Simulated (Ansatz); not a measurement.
WC:

```
W C
1.0
     0.00000    2.19268    2.19268
     2.19268    0.00000    2.19268
     2.19268    2.19268    0.00000
W C
1 1
Cartesian
  0.0000 0.0000 0.0000
  2.1927 2.1927 2.1927
```

Measurements of this composition are mostly on another form, of space group No. 187.

| Property | Result |
| --- | --- |
| Program | Ansatz 0.2.0 |
| Task | relaxation of cell and atoms |
| Functional | LDA |
| Potentials or basis | Ansatz PAW |
| Cutoff | 420 eV (not typed: the program's choice for these potentials) |
| k mesh | 10 × 10 × 10 |
| Occupations | fermi-dirac, width 0.05 eV |
| Spin | no spin polarisation |

At the start: volume 10.54 Å³/atom.

Task: Where does the relaxation end?

Result: It ends after 7 steps and the volume is 10.09 Å³/atom (-4.3 %); space group Fm-3m (No. 225, to 0.05 Å).

The path:
```
step  energy change (eV)  largest force (eV/Å)  volume (Å³)
   1              0.0000                0.0000        21.08
   2             -0.0380                0.0000        19.76
   3             -0.0488                0.0000        20.22
   4             -0.0489                0.0000        20.19
   5             -0.0471                0.0000        20.19
   6             -0.0471                0.0000        20.18
   7             -0.0471                0.0000        20.18
```

Final structure:
```
W C
1.0
     0.00000    2.16098    2.16098
     2.16098    0.00000    2.16098
     2.16098    2.16098    0.00000
W C
1 1
Direct
  0.00000 0.00000 0.00000
  0.50000 0.50000 0.50000
```

Caveat: the plane-wave basis is chosen anew once the cell has moved, so the energies of steps on either side of that aren't comparable; the pressure holds a Pulay correction of +0.4 GPa for the finite cutoff; the PAW data sets come from PBE, with cores solved anew for the run's functional, which leaves a small shift of forces and pressure.
